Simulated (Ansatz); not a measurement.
The elements of this relaxed trial crystal are hidden behind letters.

```
lattice vectors (Å)
  -1.6138    1.6138    4.8421
   1.6138   -1.6138    4.8421
   1.6138    1.6138   -4.8421
fractional positions
X 0.2500 0.7500 0.5000
Z 0.6577 0.6577 0.0000
Z 0.3423 0.3423 0.0000
Z 0.0000 0.0000 0.0000
```

All numbers below come from DFT PBE, scalar-relativistic, plane waves, PAW in Ansatz. The final run on the 4-atom cell used 420 eV, a Γ-centred 16×16×16 mesh, 0.10 eV smearing and no spin polarisation.

| Item | Value |
| --- | --- |
| Space group | I-4m2 (No. 119) |
| Conventional cell | a = 3.228 Å, c = 9.684 Å |
| Volume per atom | 12.61 Å³ |
| Density | 9.51 g/cm³ |
| Energy over the elements | +0.15 eV/atom |
| Gap on the 16×16×16 mesh of the 4-atom cell | 0 eV (a metal) |

Energies are uncorrected and count from the elements' standard states at the same level.

**Question.** X is an s-block element of period 1 and Z is a d-block element of period 5. Which elements are they?

**Answer.** X = H, Z = Mo, so the formula is Mo3H. Density times volume gives a mean mass of 9.51 × 12.61/1.6605 = 72.2 u per atom, and this set has 72.2 u. Among the elements that the hints allow, noble gases aside, only these give it. Around H lie 4 Mo at 1.85 Å and 4 Mo at 2.91 Å; Mo on a site of symmetry 2mm is surrounded by 2 H at 1.85 Å, 9 Mo at 2.75–3.05 Å and 5 Mo at 3.23–3.32 Å; Mo on a site of symmetry -4m2 has 8 Mo at 2.75 Å, 4 H at 2.91 Å and 6 Mo at 3.23–3.32 Å.

A structure relaxed within its symmetry needn't be a true minimum. Another cell of the same search, in C2/m, lies 53 meV/atom lower, so this cell isn't the stable form at this level.
